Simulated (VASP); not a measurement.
# H14CO8 in VASP: further runs

The runs below take H14CO8 through single point, molecular dynamics, with PBE.

Everything below comes from runs of VASP 6.6.1. Logs are shortened: lines on timing, memory, paths and dates and some standing lists are left out, and cuts for length are marked.

## 1. The crystal as given

The cell holds a amorphous, 23 atoms: a = 6.025 Å, b = 6.025 Å, c = 6.025 Å, α = 90.00°, β = 90.00°, γ = 90.00°.

The cell was built by a generator and needn't be a form met in nature.

## 2. Single point, PBE

The input, INCAR:

```
PREC     = Accurate       # precision mode
ENCUT    = 520            # plane-wave cutoff, eV
EDIFF    = 1E-6           # SCF threshold, eV
ISMEAR   = -1             # smearing method
SIGMA    = 0.02           # smearing width, eV
LREAL    = Auto         
LASPH    = T              # aspherical terms in the spheres
NELM     = 60             # most SCF steps
ALGO     = Normal         # electronic algorithm
ISIF     = 2              # what is computed and relaxed
LWAVE    = F              # write WAVECAR
LCHARG   = T              # write CHGCAR
GGA      = PE             # functional
LELF     = T              # ELF
LVHAR    = T            
NBANDS   = 50             # bands
```

The input, KPOINTS:

```
Automatic mesh
0
Gamma
  1 1 1
```

The input, POSCAR:

```
H14CO8
1.0
    6.0248970000      0.0000000000      0.0000000000
    0.0000000000      6.0248970000      0.0000000000
    0.0000000000      0.0000000000      6.0248970000
O H C
8 14 1
Direct
    0.1528490861      0.5648893251      0.8757328134
    0.2610169103      0.9182231663      0.2618965934
    0.7739551398      0.6701857310      0.6531397964
    1.0774292075      0.3217648368      0.2636061662
    0.8790855678      0.2351907427      0.6507497141
    0.4314264626     -0.0850470971      0.6512476479
    0.6404092883      0.6167906273      0.0457601184
    0.8267527229      0.9306051207      0.0114856735
    0.2058458427      0.4173681309      0.8680148391
    0.0151869816      0.5481919442      0.7723949472
    0.1563512206      1.0136106891      0.1921028691
    0.2991752390      0.8249269656      0.1347574905
    0.6185499935      0.7515149222      0.6353303633
    0.7671168486      0.5237599912      0.5737857427
    1.1356044759      0.4573522170      0.1763847581
    0.9259743362      0.3123870831      0.2120700155
    0.8319146369      0.1130309780      0.7748016273
    0.9812615884      0.1658285611      0.5432126060
    0.3984632434     -0.0211953831      0.5020168810
    0.3079388743     -0.1694302824      0.7075971589
    0.6925927530      0.6228654199     -0.1182426853
    0.7545523185      0.8048934281      0.3174826059
    0.7364275273      0.7952169141      0.1253465412
```

Potentials or basis: VASP PAW PBE potentials, release 64 (O, H, C).

On the command line:

```console
cat potpaw_PBE.64/O/POTCAR potpaw_PBE.64/H/POTCAR potpaw_PBE.64/C/POTCAR > POTCAR
mpirun -np 1 vasp_gam > vasp.out
```

OUTCAR:

```text
PREC = Accurate
   ENCUT = 520
   EDIFF = 1E-6
   ISMEAR = -1
   LREAL = Auto
   LASPH = T
   NELM = 60
   ISIF = 2
   GGA = PE

 ion  position               nearest neighbor table
   1  0.153  0.565  0.876-   9 0.95  10 1.04
   2  0.261  0.918  0.262-  11 0.95  12 0.98
   3  0.774  0.670  0.653-  14 1.00  13 1.06
   4  0.077  0.322  0.264-  16 0.97  15 1.03
   5  0.879  0.235  0.651-  18 0.99  17 1.09
   6  0.431  0.915  0.651-  20 0.96  19 1.00
   7  0.640  0.617  0.046-  21 1.04  23 1.31
   8  0.827  0.931  0.011-  23 1.20
   9  0.206  0.417  0.868-   1 0.95
  10  0.015  0.548  0.772-   1 1.04
  11  0.156  0.014  0.192-   2 0.95
  12  0.299  0.825  0.135-   2 0.98
  13  0.619  0.752  0.635-   3 1.06
  14  0.767  0.524  0.574-   3 1.00
  15  0.136  0.457  0.176-   4 1.03
  16  0.926  0.312  0.212-   4 0.97
  17  0.832  0.113  0.775-   5 1.09
  18  0.981  0.166  0.543-   5 0.99
  19  0.398  0.979  0.502-   6 1.00
  20  0.308  0.831  0.708-   6 0.96
  21  0.693  0.623  0.882-   7 1.04
  22  0.755  0.805  0.317-  23 1.16
  23  0.736  0.795  0.125-  22 1.16   8 1.20   7 1.31

  LATTYP: Found a simple cubic cell.
 ALAT       =     6.0248970000

  Lattice vectors:

 A1 = (   6.0248970000,   0.0000000000,   0.0000000000)
 A2 = (   0.0000000000,   6.0248970000,   0.0000000000)
 A3 = (   0.0000000000,   0.0000000000,   6.0248970000)

Analysis of symmetry for initial positions (statically):
=====================================================================
 Subroutine PRICEL returns:
 Original cell was already a primitive cell.

 Routine SETGRP: Setting up the symmetry group for a
 simple cubic supercell.

 Subroutine GETGRP returns: Found  1 space group operations
 (whereof  1 operations were pure point group operations)
 out of a pool of 48 trial point group operations.

The static configuration has the point symmetry C_1 .

Analysis of symmetry for dynamics (positions and initial velocities):
=====================================================================
 Subroutine PRICEL returns:
 Original cell was already a primitive cell.

 Routine SETGRP: Setting up the symmetry group for a
 simple cubic supercell.

 Subroutine GETGRP returns: Found  1 space group operations
 (whereof  1 operations were pure point group operations)
 out of a pool of 48 trial point group operations.

The dynamic configuration has the point symmetry C_1 .

 Subroutine INISYM returns: Found  1 space group operations
 (whereof  1 operations are pure point group operations),
 and found     1 'primitive' translations

----------------------------------------------------------------------------------------

                                     Primitive cell

  volume of cell :     218.7000

  direct lattice vectors                    reciprocal lattice vectors
     6.024897000  0.000000000  0.000000000     0.165977941  0.000000000  0.000000000
     0.000000000  6.024897000  0.000000000     0.000000000  0.165977941  0.000000000
     0.000000000  0.000000000  6.024897000     0.000000000  0.000000000  0.165977941

  length of vectors
     6.024897000  6.024897000  6.024897000     0.165977941  0.165977941  0.165977941

  position of ions in fractional coordinates (direct lattice)
     0.152849086  0.564889325  0.875732813
     0.261016910  0.918223166  0.261896593
     0.773955140  0.670185731  0.653139796
     0.077429208  0.321764837  0.263606166
     0.879085568  0.235190743  0.650749714
     0.431426463  0.914952903  0.651247648
[... 15 lines left out ...]
     0.754552319  0.804893428  0.317482606
     0.736427527  0.795216914  0.125346541

  ion indices of the primitive-cell ions
   primitive index   ion index
                 1           1
                 2           2
                 3           3
                 4           4
                 5           5
                 6           6
[... 15 lines left out ...]
                22          22
                23          23

----------------------------------------------------------------------------------------

 KPOINTS: Automatic mesh

Automatic generation of k-mesh.
 Grid dimensions read from file:
 generate k-points for:    1    1    1

 Generating k-lattice:

  Cartesian coordinates                     Fractional coordinates (reciprocal lattice)
     0.165977941  0.000000000  0.000000000     1.000000000  0.000000000  0.000000000
     0.000000000  0.165977941  0.000000000     0.000000000  1.000000000  0.000000000
     0.000000000  0.000000000  0.165977941     0.000000000  0.000000000  1.000000000

  Length of vectors
     0.165977941  0.165977941  0.165977941

  Shift w.r.t. Gamma in fractional coordinates (k-lattice)
     0.000000000  0.000000000  0.000000000

 Subroutine IBZKPT returns following result:
 ===========================================

 Found      1 irreducible k-points:

 Following reciprocal coordinates:
            Coordinates               Weight
  0.000000  0.000000  0.000000      1.000000
   k-points           NKPTS =      1   k-points in BZ     NKDIM =      1   number of bands    NBANDS=     50
   number of dos      NEDOS =    301   number of ions     NIONS =     23
   total plane-waves  NPLWV = 110592
   dimension x,y,z NGX =    48 NGY =   48 NGZ =   48
   dimension x,y,z NGXF=    96 NGYF=   96 NGZF=   96
   ions per type =               8  14   1
   NGX,Y,Z   is equivalent  to a cutoff of  13.24, 13.24, 13.24 a.u.
   NGXF,Y,Z  is equivalent  to a cutoff of  26.49, 26.49, 26.49 a.u.
 SYSTEM =  unknown system
   PREC   = accura    normal or accurate (medium, high low for compatibility)
   ISTART =      0    job   : 0-new  1-cont  2-samecut
   ICHARG =      2    charge: 1-file 2-atom 10-const
   ISPIN  =      1    spin polarized calculation?
   LNONCOLLINEAR =      F non collinear calculations
   LSORBIT =      F    spin-orbit coupling
   LASPH  =      T    aspherical Exc in radial PAW
   ENCUT  =  520.0 eV  38.22 Ry    6.18 a.u.  11.20 11.20 11.20*2*pi/ulx,y,z
   NELM   =     60;   NELMIN=  2; NELMDL= -5     # of ELM steps
   EDIFF  = 0.1E-05   stopping-criterion for ELM
   LREAL  =      T    real-space projection
   EDIFFG = 0.1E-04   stopping-criterion for IOM
   NSW    =      0    number of steps for IOM
   IBRION =     -1    ionic relax: 0-MD 1-quasi-New 2-CG
   NFREE  =      0    steps in history (QN), initial steepest desc. (CG)
   ISIF   =      2    stress and relaxation
   ISYM   =      2    0-nonsym 1-usesym 2-fastsym
   POTIM  = 0.5000    time-step for ionic-motion
   TEBEG  =    0.0;   TEEND  =   0.0 temperature during run
   PSTRESS=    0.0 pullay stress
   NELECT =      66.0000    total number of electrons
   NUPDOWN=      -1.0000    fix difference up-down
   EMIN   =  10.00;   EMAX   =-10.00  energy-range for DOS
   EFERMI =   0.00;   METHOD = LEGACY
   ISMEAR =    -1;   SIGMA  =   0.02  broadening in eV -4-tet -1-fermi 0-gaus
   EFERMI_NEDOS =   21; number of points for ismear=-14 and -15
   IALGO  =     38    algorithm
   IMIX   =      4    mixing-type and parameters
     AMIX     =   0.40;   BMIX     =  1.00
     AMIX_MAG =   1.60;   BMIX_MAG =  1.00
  volume/ion in A,a.u.               =       9.51        64.17
  Fermi-wavevector in a.u.,A,eV,Ry     =   1.098095  2.075098 16.406072  1.205812
  Thomas-Fermi vector in A             =   2.234466
   LORBIT       =      0    0 simple, 1 ext, 2 COOP (PROOUT), +10 PAW based schemes
   GGA     = PE    functional components
   LHFCALC =     F    Hartree Fock is set to
   AEXX    =    0.0000 exact exchange contribution
   IVDW    =     0    specifies the selected vdW correction
   LEPSILON=     F    determine dielectric tensor
   LRPA    =     F    only Hartree local field effects (RPA)
 non-spin polarized calculation
  energy-cutoff  :      520.00
  volume of cell :      218.70
 maximum number of plane-waves:      2944
 NGX is ok and might be reduce to    48
   NGX = 23   NGY = 23   NGZ = 23

 number of electron      66.0000004 magnetization

 Free energy of the ion-electron system (eV)
  ---------------------------------------------------
  ext. energy  EPLUGINS =         0.00000000
  ---------------------------------------------------
  free energy    TOTEN  =      -116.47522451 eV

  energy without entropy =     -116.47522451  energy(sigma->0) =     -116.47522451

 E-fermi :  -2.3435     XC(G=0):  -7.2704

 val. band max:       -2.9282071586   @ k =   0.0000   0.0000   0.0000
 cond. band min:       2.0239848339   @ k =   0.0000   0.0000   0.0000
 fundamental gap:      4.9521919924
 Fermi energy:        -2.3434977493

 k-point     1 :       0.0000    0.0000    0.0000
  band No.  band energies     occupation
      1     -24.4445      2.00000
      2     -22.1136      2.00000
      3     -22.0158      2.00000
      4     -21.6823      2.00000
      5     -21.6254      2.00000
      6     -21.2247      2.00000
[... 37 lines left out ...]
     44       7.6246      0.00000
     45       7.8237      0.00000
 [bands above 45 left out]

------------------------ aborting loop because EDIFF is reached ----------------------------------------

  FORCE on cell =-STRESS in cart. coord.  units (eV):
  Direction    XX          YY          ZZ          XY          YZ          ZX
  --------------------------------------------------------------------------------------
  -------------------------------------------------------------------------------------
  Total        3.1294708      2.4023349      1.1875593     -1.5300428      1.0340791      0.2386270
  in kB       22.9262279     17.5992943      8.6999549    -11.2089590      7.5755726      1.7481605
  external PRESSURE =      16.4084924 kB  Pullay stress =       0.0000000 kB

 VOLUME and BASIS-vectors are now :
 -----------------------------------------------------------------------------
  energy-cutoff  :      520.00
  volume of cell :      218.70
      direct lattice vectors                 reciprocal lattice vectors
     6.024897000  0.000000000  0.000000000     0.165977941  0.000000000  0.000000000
     0.000000000  6.024897000  0.000000000     0.000000000  0.165977941  0.000000000
     0.000000000  0.000000000  6.024897000     0.000000000  0.000000000  0.165977941

 POSITION                                       TOTAL-FORCE (eV/Angst)
 -----------------------------------------------------------------------------------
      0.92090      3.40340      5.27620        -1.689587      1.126291     -1.182799
      1.57260      5.53220      1.57790         0.719383     -1.163639     -0.510759
      4.66300      4.03780      3.93510        -1.186438     -0.813396     -1.011789
      0.46650      1.93860      1.58820         0.869813      1.659478     -0.873108
      5.29640      1.41700      3.92070        -0.642939     -2.310936      1.961242
      2.59930      5.51250      3.92370         1.165632      0.759372      0.029724
[... 15 lines left out ...]
      4.54610      4.84940      1.91280        -0.514227     -0.349065     -1.056899
      4.43690      4.79110      0.75520        -0.075202     -1.267111      2.874906
 -----------------------------------------------------------------------------------
    total drift:                               -0.001935     -0.000418     -0.008980

  FREE ENERGIE OF THE ION-ELECTRON SYSTEM (eV)
  ---------------------------------------------------
  free  energy   TOTEN  =      -116.4752245062 eV

  energy  without entropy=     -116.4752245062  energy(sigma->0) =     -116.47522451
```

Wall time 30 s (1 thread of Intel Xeon Platinum 8488C (Sapphire Rapids), shared host); peak memory 0.31 GiB.

Results:

- Free energy: -116.4752 eV
- Pressure: 1.6 GPa
- Largest force: 3.179 eV/Å
- Band gap on the k mesh: 4.95 eV, direct

Forces in eV/Å, atoms in the order of the input:
```
O   -1.690  1.126 -1.183
O    0.719 -1.164 -0.511
O   -1.186 -0.813 -1.012
O    0.870  1.659 -0.873
O   -0.643 -2.311  1.961
O    1.166  0.759  0.030
O   -0.318 -0.261  0.651
O    1.208  2.600 -1.301
H    0.912 -1.450 -0.144
H    1.479  0.642  1.354
H   -0.915  1.431 -0.143
H    0.221 -0.377  0.382
H    0.829  0.143 -0.112
H   -0.075  0.612  0.502
H   -0.767 -1.566  0.901
H   -0.485  0.013 -0.215
H    0.998  1.914 -2.334
H   -0.390  0.220  0.566
H   -0.404 -0.733  0.397
H   -0.803 -0.467 -0.105
H   -0.136 -0.362 -0.629
H   -0.514 -0.349 -1.057
C   -0.075 -1.267  2.875
```

Stress tensor (GPa, compression positive):
```
 2.29 -1.12  0.17
-1.12  1.76  0.76
 0.17  0.76  0.87
```

Levels at points of the mesh, in eV from the valence-band top:
```tsv
k point	band 29	band 30	band 31	band 32	band 33	band 34	band 35	band 36	band 37	band 38
(0.00, 0.00, 0.00)	-0.82	-0.77	-0.40	-0.29	0.00	4.95	5.39	8.07	8.43	8.54
```

Caveat: the standard files for N, O and F lose accuracy on very short bonds.

## 3. Molecular dynamics, PBE

The input, INCAR:

```
ALGO = Fast
EDIFF = 1E-5
ENCUT = 520
GGA = PE
IBRION = 0
ISIF = 2
ISMEAR = -1
ISYM = 0
LANGEVIN_GAMMA = 1000 1000 1000
LASPH = True
LCHARG = False
LREAL = Auto
LWAVE = False
MDALGO = 3
NELM = 80
NELMIN = 4
NSW = 40
POTIM = 0.5
PREC = Accurate
RANDOM_SEED = 315678 0 0
SIGMA = 0.02
TEBEG = 500.0
TEEND = 500.0
```

The input, KPOINTS:

```
k-points
0
Gamma
  1 1 1
```

The input, POSCAR:

```
H14CO8
1.0
    6.0248970000      0.0000000000      0.0000000000
    0.0000000000      6.0248970000      0.0000000000
    0.0000000000      0.0000000000      6.0248970000
O H C
8 14 1
Direct
    0.1656740500      0.5348431600      0.8733691700
    0.2637228600      0.9121852100      0.2798471800
    0.7531009300      0.6445871000      0.6597771600
    1.0601933100      0.3382327500      0.2658200900
    0.8904288000      0.2257638000      0.6562648900
    0.4373537400     -0.0807381400      0.6518282100
    0.6356232400      0.6282829600      0.0532640700
    0.8412165500      0.9391649900      0.0154755700
    0.2223836200      0.3849499600      0.8703543100
    0.0060438200      0.5274251100      0.8184944200
    0.2015770500      1.0553622500      0.2365696100
    0.2569889100      0.8252580600      0.1460595800
    0.6209126000      0.7375161400      0.6281676700
    0.7470590600      0.5045080500      0.5808361100
    1.1048064900      0.4838988000      0.2241279200
    0.9302884000      0.3329785000      0.1778904900
    0.8801468600      0.1036641100      0.7605954300
    0.9910803500      0.1559867100      0.5389416300
    0.3832790400     -0.0993684900      0.4968026100
    0.3395912900     -0.1950402700      0.7100298900
    0.6778366100      0.6288448000     -0.1256189400
    0.7492779800      0.8070094500      0.3099985200
    0.7372436400      0.7999548700      0.1240519200
```

Potentials or basis: VASP PAW PBE potentials, release 64 (O, H, C).

On the command line:

```console
cat potpaw_PBE.64/O/POTCAR potpaw_PBE.64/H/POTCAR potpaw_PBE.64/C/POTCAR > POTCAR
mpirun -np 1 vasp_gam > vasp.out
```

Wall time 8.3 min (1 thread of Intel Xeon Platinum 8488C (Sapphire Rapids), shared host); peak memory 0.34 GiB.

The path:
| step | potential energy change (eV) | largest force (eV/Å) | pressure (GPa) | volume (Å³) | temperature (K) |
| --- | --- | --- | --- | --- | --- |
| 1 | 0.0000 | 2.6407 | 4.10 | 218.70 | 424 |
| 2 | -0.0029 | 2.5748 | 3.83 | 218.70 | 413 |
| 3 | -0.0067 | 2.4588 | 3.72 | 218.70 | 466 |
| 4 | 0.0770 | 2.7753 | 3.41 | 218.70 | 442 |
| 5 | 0.1462 | 3.1532 | 3.10 | 218.70 | 421 |
| 6 | 0.1895 | 3.1747 | 2.59 | 218.70 | 331 |
| 7 | 0.2336 | 3.5683 | 2.28 | 218.70 | 312 |
| 8 | 0.2786 | 3.9404 | 2.44 | 218.70 | 386 |
| 9 | 0.3690 | 4.3942 | 2.62 | 218.70 | 398 |
| 10 | 0.5378 | 5.1069 | 3.03 | 218.70 | 370 |
| 11 | 0.6152 | 5.4930 | 3.04 | 218.70 | 342 |
| 12 | 0.5289 | 5.3981 | 2.74 | 218.70 | 371 |
| 13 | 0.4115 | 5.8520 | 2.54 | 218.70 | 380 |
| 14 | 0.3710 | 6.5007 | 2.31 | 218.70 | 325 |
| 15 | 0.4047 | 6.4649 | 2.39 | 218.70 | 267 |
| 16 | 0.3391 | 6.4754 | 2.27 | 218.70 | 372 |
| 17 | 0.2831 | 6.2650 | 2.49 | 218.70 | 361 |
| 18 | 0.2239 | 6.4444 | 2.99 | 218.70 | 371 |
| 19 | 0.2392 | 6.4857 | 3.81 | 218.70 | 395 |
| 20 | 0.2466 | 6.2002 | 4.20 | 218.70 | 365 |
| 21 | 0.2501 | 5.5577 | 3.93 | 218.70 | 357 |
| 22 | 0.2098 | 5.4040 | 3.42 | 218.70 | 356 |
| 23 | 0.1836 | 5.0601 | 3.12 | 218.70 | 348 |
| 24 | 0.2758 | 5.3582 | 3.13 | 218.70 | 403 |
| 25 | 0.2978 | 5.5784 | 3.17 | 218.70 | 414 |
| 26 | 0.2903 | 5.2746 | 3.14 | 218.70 | 465 |
| 27 | 0.2536 | 5.1845 | 3.37 | 218.70 | 442 |
| 28 | 0.1849 | 5.0441 | 3.99 | 218.70 | 473 |
| 29 | 0.1061 | 4.2471 | 4.28 | 218.70 | 448 |
| 30 | 0.0704 | 3.9202 | 4.53 | 218.70 | 363 |
| 31 | 0.0749 | 3.5343 | 4.43 | 218.70 | 336 |
| 32 | 0.0737 | 3.2138 | 4.01 | 218.70 | 417 |
| 33 | 0.1303 | 3.6213 | 3.98 | 218.70 | 406 |
| 34 | 0.1154 | 3.8042 | 3.69 | 218.70 | 323 |
| 35 | 0.0043 | 3.9343 | 2.99 | 218.70 | 379 |
| 36 | -0.0810 | 3.7304 | 2.28 | 218.70 | 447 |
| 37 | -0.1078 | 3.2730 | 1.79 | 218.70 | 463 |
| 38 | -0.1154 | 2.8756 | 1.82 | 218.70 | 392 |
| 39 | -0.1325 | 2.9804 | 2.09 | 218.70 | 322 |
| 40 | -0.1566 | 3.0887 | 2.68 | 218.70 | 345 |

Caveat: the standard files for N, O and F lose accuracy on very short bonds.

(Continued in part 2 of 2.)
